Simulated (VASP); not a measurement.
# Ti (P6_3/mmc) in VASP: notebook

Runs on Ti. Level: PBEsol. Tasks: single point, relaxation of cell and atoms.

Program: VASP 6.6.1. These are calculated values, not measurements. Logs are shortened: lines on timing, memory, paths and dates and some standing lists are left out, and cuts for length are marked.

### 1 The structure

It takes space group P6_3/mmc (No. 194, hexagonal). Conventional cell: a = 2.936 Å, b = 2.936 Å, c = 4.641 Å, α = 90.00°, β = 90.00°, γ = 120.00°. Ti (site symmetry -6m2) has 12 Ti at 2.87 to 2.94 Å as nearest neighbours.

### 2 Single point, PBEsol

Contents of INCAR:

```
SYSTEM = Ti
  PREC = Accurate
  ENCUT = 520
  EDIFF = 1E-6
  ISMEAR = 0
  SIGMA = 0.1
  LREAL = .FALSE.
  LASPH = .TRUE.
  NELM = 60
  ALGO = Normal
  ISIF = 2
  LWAVE = .FALSE.
  LCHARG = .TRUE.
  GGA = PS
  LELF = .TRUE.
  LVHAR = .TRUE.
  NBANDS = 19
```

Contents of KPOINTS:

```
regular mesh
0
G
  18 18 10
  0 0 0
```

Contents of POSCAR:

```
Ti
1.0
    2.9357319200      0.0000000000      0.0000000000
   -1.4678659600      2.5424184200      0.0000000000
    0.0000000000      0.0000000000      4.6408561500
Ti
2
Direct
    0.3333333300      0.6666666700      0.2500000000
    0.6666666700      0.3333333300      0.7500000000
```

Potentials or basis: VASP PAW PBE potentials, release 64 (Ti_sv).

The run is started by

```console
$ cat potpaw_PBE.64/Ti_sv/POTCAR > POTCAR
$ mpirun -np 1 vasp_std > vasp.out
```

OUTCAR:

```text
SYSTEM = Ti
   PREC = Accurate
   ENCUT = 520
   EDIFF = 1E-6
   ISMEAR = 0
   LREAL = .FALSE.
   LASPH = .TRUE.
   NELM = 60
   ISIF = 2
   GGA = PS

 ion  position               nearest neighbor table
   1  0.333  0.667  0.250-   2 2.87   2 2.87   2 2.87   2 2.87   2 2.87   2 2.87
   2  0.667  0.333  0.750-   1 2.87   1 2.87   1 2.87   1 2.87   1 2.87   1 2.87

  LATTYP: Found a hexagonal cell.
 ALAT       =     2.9357319200
 C/A-ratio  =     1.5808174167

  Lattice vectors:

 A1 = (   2.9357319200,   0.0000000000,   0.0000000000)
 A2 = (  -1.4678659600,   2.5424184200,   0.0000000000)
 A3 = (   0.0000000000,   0.0000000000,   4.6408561500)

Analysis of symmetry for initial positions (statically):
=====================================================================
 Subroutine PRICEL returns:
 Original cell was already a primitive cell.

 Routine SETGRP: Setting up the symmetry group for a
 hexagonal supercell.

 Subroutine GETGRP returns: Found 24 space group operations
 (whereof 12 operations were pure point group operations)
 out of a pool of 24 trial point group operations.

The static configuration has the point symmetry D_3d.
 The point group associated with its full space group is D_6h.

Analysis of symmetry for dynamics (positions and initial velocities):
=====================================================================
 Subroutine PRICEL returns:
 Original cell was already a primitive cell.

 Routine SETGRP: Setting up the symmetry group for a
 hexagonal supercell.

 Subroutine GETGRP returns: Found 24 space group operations
 (whereof 12 operations were pure point group operations)
 out of a pool of 24 trial point group operations.

The dynamic configuration has the point symmetry D_3d.
 The point group associated with its full space group is D_6h.

 Subroutine INISYM returns: Found 24 space group operations
 (whereof 12 operations are pure point group operations),
 and found     1 'primitive' translations

----------------------------------------------------------------------------------------

                                     Primitive cell

  volume of cell :      34.6387

  direct lattice vectors                    reciprocal lattice vectors
     2.935731920  0.000000000  0.000000000     0.340630557  0.196663144  0.000000000
    -1.467865960  2.542418420  0.000000000     0.000000000  0.393326288  0.000000000
     0.000000000  0.000000000  4.640856150     0.000000000  0.000000000  0.215477483

  length of vectors
     2.935731920  2.935731919  4.640856150     0.393326288  0.393326288  0.215477483

  position of ions in fractional coordinates (direct lattice)
     0.333333330  0.666666670  0.250000000
     0.666666670  0.333333330  0.750000000

  ion indices of the primitive-cell ions
   primitive index   ion index
                 1           1
                 2           2

----------------------------------------------------------------------------------------

 KPOINTS: regular mesh

Automatic generation of k-mesh.
 Grid dimensions read from file:
 generate k-points for:   18   18   10

 Generating k-lattice:

  Cartesian coordinates                     Fractional coordinates (reciprocal lattice)
     0.018923920  0.010925730  0.000000000     0.055555556 -0.000000000  0.000000000
     0.000000000  0.021851460  0.000000000     0.000000000  0.055555556  0.000000000
     0.000000000  0.000000000  0.021547748     0.000000000  0.000000000  0.100000000

  Length of vectors
     0.021851460  0.021851460  0.021547748

  Shift w.r.t. Gamma in fractional coordinates (k-lattice)
     0.000000000  0.000000000  0.000000000

 Subroutine IBZKPT returns following result:
 ===========================================

 Found    222 irreducible k-points:

 Following reciprocal coordinates:
            Coordinates               Weight
  0.000000  0.000000  0.000000      1.000000
  0.055556 -0.000000  0.000000      6.000000
  0.111111 -0.000000  0.000000      6.000000
  0.166667 -0.000000  0.000000      6.000000
  0.222222 -0.000000  0.000000      6.000000
  0.277778 -0.000000  0.000000      6.000000
[... 16 lines left out ...]
  0.333333  0.111111  0.000000     12.000000
  0.388889  0.111111  0.000000     12.000000
 [... further k-points ...]
   k-points           NKPTS =    222   k-points in BZ     NKDIM =    222   number of bands    NBANDS=     19
   number of dos      NEDOS =    301   number of ions     NIONS =      2
   total plane-waves  NPLWV =  20736
   dimension x,y,z NGX =    24 NGY =   24 NGZ =   36
   dimension x,y,z NGXF=    48 NGYF=   48 NGZF=   72
   ions per type =               2
   NGX,Y,Z   is equivalent  to a cutoff of  13.59, 13.59, 12.90 a.u.
   NGXF,Y,Z  is equivalent  to a cutoff of  27.18, 27.18, 25.79 a.u.
 SYSTEM =  Ti
   PREC   = accura    normal or accurate (medium, high low for compatibility)
   ISTART =      0    job   : 0-new  1-cont  2-samecut
   ICHARG =      2    charge: 1-file 2-atom 10-const
   ISPIN  =      1    spin polarized calculation?
   LNONCOLLINEAR =      F non collinear calculations
   LSORBIT =      F    spin-orbit coupling
   LASPH  =      T    aspherical Exc in radial PAW
   ENCUT  =  520.0 eV  38.22 Ry    6.18 a.u.   5.46  5.46  8.63*2*pi/ulx,y,z
   NELM   =     60;   NELMIN=  2; NELMDL= -5     # of ELM steps
   EDIFF  = 0.1E-05   stopping-criterion for ELM
   LREAL  =      F    real-space projection
   EDIFFG = 0.1E-04   stopping-criterion for IOM
   NSW    =      0    number of steps for IOM
   IBRION =     -1    ionic relax: 0-MD 1-quasi-New 2-CG
   NFREE  =      0    steps in history (QN), initial steepest desc. (CG)
   ISIF   =      2    stress and relaxation
   ISYM   =      2    0-nonsym 1-usesym 2-fastsym
   POTIM  = 0.5000    time-step for ionic-motion
   TEBEG  =    0.0;   TEEND  =   0.0 temperature during run
   PSTRESS=    0.0 pullay stress
   NELECT =      24.0000    total number of electrons
   NUPDOWN=      -1.0000    fix difference up-down
   EMIN   =  10.00;   EMAX   =-10.00  energy-range for DOS
   EFERMI =   0.00;   METHOD = LEGACY
   ISMEAR =     0;   SIGMA  =   0.10  broadening in eV -4-tet -1-fermi 0-gaus
   EFERMI_NEDOS =   21; number of points for ismear=-14 and -15
   IALGO  =     38    algorithm
   IMIX   =      4    mixing-type and parameters
     AMIX     =   0.40;   BMIX     =  1.00
     AMIX_MAG =   1.60;   BMIX_MAG =  1.00
  volume/ion in A,a.u.               =      17.32       116.88
  Fermi-wavevector in a.u.,A,eV,Ry     =   1.448632  2.737518 28.552297  2.098535
  Thomas-Fermi vector in A             =   2.566451
   LORBIT       =      0    0 simple, 1 ext, 2 COOP (PROOUT), +10 PAW based schemes
   GGA     = PS    functional components
   LHFCALC =     F    Hartree Fock is set to
   AEXX    =    0.0000 exact exchange contribution
   IVDW    =     0    specifies the selected vdW correction
   LEPSILON=     F    determine dielectric tensor
   LRPA    =     F    only Hartree local field effects (RPA)
 non-spin polarized calculation
 Gauss-broadening in eV      SIGMA  =   0.10
  energy-cutoff  :      520.00
  volume of cell :       34.64
 maximum number of plane-waves:       965
 NGX is ok and might be reduce to    24
   NGX = 11   NGY = 11   NGZ = 17

 number of electron      24.0000002 magnetization

 Free energy of the ion-electron system (eV)
  ---------------------------------------------------
  ext. energy  EPLUGINS =         0.00000000
  ---------------------------------------------------
  free energy    TOTEN  =       -16.66757686 eV

  energy without entropy =      -16.65807676  energy(sigma->0) =      -16.66282681

 E-fermi :   8.2472     XC(G=0): -11.6487

 val. band max:        8.2380478226   @ k =   0.2778   0.2778   0.4000
 cond. band min:       8.2704214808   @ k =   0.0556  -0.0000   0.5000
 fundamental gap:      0.0323736582
 Fermi energy:         8.2472312214

 k-point     1 :       0.0000    0.0000    0.0000
  band No.  band energies     occupation
      1     -48.3865      2.00000
      2     -48.2442      2.00000
      3     -25.0849      2.00000
      4     -24.4255      2.00000
      5     -24.4255      2.00000
      6     -24.3568      2.00000
[... 11 lines left out ...]
     18       9.8500      0.00000
     19      11.4057      0.00000

 k-point     2 :       0.0556   -0.0000    0.0000
  band No.  band energies     occupation
      1     -48.3833      2.00000
      2     -48.2430      2.00000
      3     -25.0779      2.00000
      4     -24.4397      2.00000
      5     -24.4303      2.00000
      6     -24.3597      2.00000
[... 11 lines left out ...]
     18       9.8002      0.00000
     19      11.4329      0.00000

 k-point     3 :       0.1111   -0.0000    0.0000
  band No.  band energies     occupation
      1     -48.3742      2.00000
      2     -48.2395      2.00000
      3     -25.0575      2.00000
      4     -24.4808      2.00000
      5     -24.4439      2.00000
      6     -24.3787      2.00000
[... 11 lines left out ...]
     18       9.7318      0.00000
     19      11.5013      0.00000

 k-point     4 :       0.1667   -0.0000    0.0000
  band No.  band energies     occupation
      1     -48.3599      2.00000
      2     -48.2345      2.00000
      3     -25.0248      2.00000
      4     -24.5442      2.00000
      5     -24.4643      2.00000
      6     -24.4426      2.00000
[... 11 lines left out ...]
     18       9.9876      0.00000
     19      11.5852      0.00000

 k-point     5 :       0.2222   -0.0000    0.0000
  band No.  band energies     occupation
      1     -48.3418      2.00000
      2     -48.2288      2.00000
      3     -24.9821      2.00000
      4     -24.6225      2.00000
      5     -24.5191      2.00000
      6     -24.4884      2.00000
[... 11 lines left out ...]
     18      10.3184      0.00000
     19      11.6647      0.00000
[... 334 lines left out ...]
      2     -48.2221      2.00000
      3     -24.9158      2.00000
      4     -24.7029      2.00000
      5     -24.6402      2.00000
      6     -24.5093      2.00000
[... 11 lines left out ...]
     18      11.0382      0.00000
     19      11.6797      0.00000

 k-point    22 :       0.2778    0.1111    0.0000
  band No.  band energies     occupation
      1     -48.2960      2.00000
      2     -48.2190      2.00000
      3     -24.8637      2.00000
      4     -24.7768      2.00000
      5     -24.6897      2.00000
      6     -24.5459      2.00000
[... 11 lines left out ...]
     18      11.5086      0.00000
     19      11.7119      0.00000

 k-point    23 :       0.3333    0.1111    0.0000
  band No.  band energies     occupation
      1     -48.2785      2.00000
      2     -48.2181      2.00000
      3     -24.8372      2.00000
      4     -24.8131      2.00000
      5     -24.7293      2.00000
      6     -24.5755      2.00000
[... 11 lines left out ...]
     18      11.7335      0.00000
     19      11.9952      0.00000

 k-point    24 :       0.3889    0.1111    0.0000
  band No.  band energies     occupation
      1     -48.2656      2.00000
      2     -48.2190      2.00000
      3     -24.8765      2.00000
      4     -24.7722      2.00000
      5     -24.7552      2.00000
      6     -24.5946      2.00000
[... 11 lines left out ...]
     18      11.7455      0.00000
     19      12.4869      0.00000

 [... further k-points ...]
[... 5 lines left out ...]
  --------------------------------------------------------------------------------------
  -------------------------------------------------------------------------------------
  Total       -0.8938945     -0.8938945     -0.8962192     -0.0000000      0.0000000      0.0000000
  in kB      -41.3461747    -41.3461746    -41.4536976     -0.0000000      0.0000000      0.0000000
  external PRESSURE =     -41.3820156 kB  Pullay stress =       0.0000000 kB

 VOLUME and BASIS-vectors are now :
 -----------------------------------------------------------------------------
  energy-cutoff  :      520.00
  volume of cell :       34.64
      direct lattice vectors                 reciprocal lattice vectors
     2.935731920  0.000000000  0.000000000     0.340630557  0.196663144  0.000000000
    -1.467865960  2.542418420  0.000000000     0.000000000  0.393326288  0.000000000
     0.000000000  0.000000000  4.640856150     0.000000000  0.000000000  0.215477483

 POSITION                                       TOTAL-FORCE (eV/Angst)
 -----------------------------------------------------------------------------------
     -0.00000      1.69495      1.16021        -0.000000      0.000000      0.000000
      1.46787      0.84747      3.48064         0.000000     -0.000000      0.000000
 -----------------------------------------------------------------------------------
    total drift:                               -0.000009      0.000005     -0.000000

  FREE ENERGIE OF THE ION-ELECTRON SYSTEM (eV)
  ---------------------------------------------------
  free  energy   TOTEN  =       -16.6675768607 eV

  energy  without entropy=      -16.6580767627  energy(sigma->0) =      -16.66282681
```

Run time: 83 s. Hardware: 1 thread of Intel Xeon Platinum 8375C at 2.90GHz (Ice Lake), shared host; peak memory 0.24 GiB.

What came out:

- Free energy: -16.6676 eV
- Pressure: -4.1 GPa
- Band gap on the k mesh: none (metal or under the smearing width)

Caveat: the PAW data sets were made with another functional, which shifts forces and pressure a little.

### 3 Relaxation of cell and atoms, PBEsol

Contents of INCAR:

```
SYSTEM = Ti
PREC     = Accurate       ! precision mode
ENCUT    = 580            ! plane-wave cutoff, eV
EDIFF    = 1E-7           ! SCF threshold, eV
ISMEAR   = 0              ! smearing method
SIGMA    = 0.1            ! smearing width, eV
LREAL    = .False.        ! projectors in reciprocal space
LASPH    = .True.         ! aspherical terms in the spheres
NELM     = 60             ! most SCF steps
ALGO     = Normal         ! electronic algorithm
ISIF     = 3              ! what is computed and relaxed
LWAVE    = .False.        ! write WAVECAR
LCHARG   = .False.        ! write CHGCAR
GGA      = PS             ! functional
IBRION   = 2              ! ionic algorithm
NSW      = 90             ! ionic steps
EDIFFG   = -0.005         ! ionic threshold
```

Contents of KPOINTS:

```
Automatic mesh
0
Gamma
  18 18 10
  0 0 0
```

POSCAR is that of step 2.

Potentials or basis: VASP PAW PBE potentials, release 64 (Ti).

The run is started by

```console
$ cat potpaw_PBE.64/Ti/POTCAR > POTCAR
$ mpirun -np 1 vasp_std > vasp.out
```

OUTCAR:

```text
SYSTEM = Ti
   PREC = Accurate
   ENCUT = 580
   EDIFF = 1E-7
   ISMEAR = 0
   LREAL = .False.
   LASPH = .True.
   NELM = 60
   ISIF = 3
   GGA = PS
   IBRION = 2
   NSW = 90
   EDIFFG = -0.005

 ion  position               nearest neighbor table
   1  0.333  0.667  0.250-   2 2.87   2 2.87   2 2.87   2 2.87   2 2.87   2 2.87
   2  0.667  0.333  0.750-   1 2.87   1 2.87   1 2.87   1 2.87   1 2.87   1 2.87

  LATTYP: Found a hexagonal cell.
 ALAT       =     2.9357319200
 C/A-ratio  =     1.5808174167

  Lattice vectors:

 A1 = (   2.9357319200,   0.0000000000,   0.0000000000)
 A2 = (  -1.4678659600,   2.5424184200,   0.0000000000)
 A3 = (   0.0000000000,   0.0000000000,   4.6408561500)

Analysis of symmetry for initial positions (statically):
[... 364 lines left out ...]
  ---------------------------------------------------
  free energy    TOTEN  =       -16.57144247 eV

  energy without entropy =      -16.56209974  energy(sigma->0) =      -16.56677111

 E-fermi :   3.2370     XC(G=0): -11.3925

 val. band max:        3.2324652287   @ k =   0.0000   0.0000   0.4000
 cond. band min:       3.2458544488   @ k =   0.2778   0.2778   0.4000
 fundamental gap:      0.0133892201
 Fermi energy:         3.2369989132

 k-point     1 :       0.0000    0.0000    0.0000
  band No.  band energies     occupation
      1      -3.0218      2.00000
      2       0.4439      2.00000
      3       4.0149      0.00000
      4       4.0149      0.00000
      5       4.1320      0.00000
      6       4.1504      0.00000
      7       4.5512      0.00000
      8       4.5512      0.00000
[... 243 lines left out ...]
 k-point    24 :       0.3889    0.1111    0.0000
  band No.  band energies     occupation
      1       0.8383      2.00000
      2       1.2523      2.00000
      3       1.3476      2.00000
      4       2.4759      2.00000
      5       3.5803      0.00000
      6       3.8847      0.00000
      7       4.4509      0.00000
      8       6.5117      0.00000

 [... further k-points ...]
[... 5 lines left out ...]
  --------------------------------------------------------------------------------------
  -------------------------------------------------------------------------------------
  Total       -0.0075335     -0.0075335      0.0091559      0.0000000     -0.0000000      0.0000000
  in kB       -0.3647923     -0.3647923      0.4433525      0.0000000     -0.0000000      0.0000000
  external PRESSURE =      -0.0954107 kB  Pullay stress =       0.0000000 kB
[... 17 lines left out ...]
  FREE ENERGIE OF THE ION-ELECTRON SYSTEM (eV)
  ---------------------------------------------------
  free  energy   TOTEN  =       -16.5714424704 eV

  energy  without entropy=      -16.5620997419  energy(sigma->0) =      -16.56677111

 reached required accuracy - stopping structural energy minimisation
```

CONTCAR:

```text
Ti
   1.00000000000000
     2.8909769570512345    0.0000000000000000    0.0000000000000000
    -1.4454884785256172    2.5036594852059428    0.0000000000000000
    -0.0000000000000000    0.0000000000000000    4.5713209218783799
  Ti
     2
Direct
     0.3333333300000021    0.6666666699999979    0.2500000000000000
     0.6666666699999979    0.3333333300000021    0.7500000000000000

  0.00000000E+00  0.00000000E+00  0.00000000E+00
  0.00000000E+00  0.00000000E+00  0.00000000E+00
```

It took 1.8 min on 1 thread of Intel Xeon Platinum 8375C at 2.90GHz (Ice Lake), shared host; peak memory 0.21 GiB.

Results:

| Property | Result |
| --- | --- |
| Free energy | -16.5714 eV |
| Relaxed volume | 16.54 Å³/atom |
| Relaxed cell | a = 2.891 Å, b = 2.891 Å, c = 4.571 Å, α = 90.00°, β = 90.00°, γ = 120.00° |
| Space group after relaxing (to 0.05 Å) | P6_3/mmc (No. 194) |
| Energy gained by relaxing | 13.4 meV/atom |
| Ionic steps | 6 |
| Pressure after relaxing | 0.0 GPa |
| Band gap on the k mesh | none (metal or under the smearing width) |

Stress tensor (GPa, compression positive):
```
-0.04  0.00  0.00
 0.00 -0.04  0.00
 0.00  0.00  0.04
```

The path:
| step | energy change (eV) | largest force (eV/Å) | pressure (GPa) | volume (Å³) |
| --- | --- | --- | --- | --- |
| 1 | 0.0000 | 0.0000 | -5.31 | 34.64 |
| 2 | -0.0074 | 0.0000 | 5.16 | 31.84 |
| 3 | -0.0268 | 0.0000 | -0.02 | 33.09 |
| 4 | -0.0268 | 0.0000 | 0.10 | 33.06 |
| 5 | -0.0268 | 0.0000 | -0.07 | 33.10 |
| 6 | -0.0268 | 0.0000 | -0.01 | 33.09 |

Final structure:
```yaml
crystal:
  lattice:
    - [2.89098, 0.00000, 0.00000]
    - [-1.44549, 2.50366, 0.00000]
    - [0.00000, 0.00000, 4.57132]
  atoms:
    - { symbol: Ti, position: [0.33333, 0.66667, 0.25000] }
    - { symbol: Ti, position: [0.66667, 0.33333, 0.75000] }
```

Levels at points of the mesh, in eV from the Fermi level:
| k point | band 1 | band 2 | band 3 | band 4 | band 5 | band 6 | band 7 | band 8 |
| --- | --- | --- | --- | --- | --- | --- | --- | --- |
| (0.00, 0.00, 0.00) | -6.26 | -2.79 | 0.78 | 0.78 | 0.90 | 0.91 | 1.31 | 1.31 |
| (0.50, 0.00, 0.00) | -2.39 | -2.30 | -1.98 | -0.57 | 0.45 | 0.65 | 1.23 | 3.52 |
| (0.00, 0.00, 0.50) | -4.34 | -4.34 | 0.08 | 0.08 | 0.67 | 0.67 | 0.67 | 0.67 |
| (0.50, 0.00, 0.50) | -2.67 | -2.67 | -0.88 | -0.88 | 1.43 | 1.43 | 1.79 | 1.79 |

Caveat: the PAW data sets were made with another functional, which shifts forces and pressure a little.
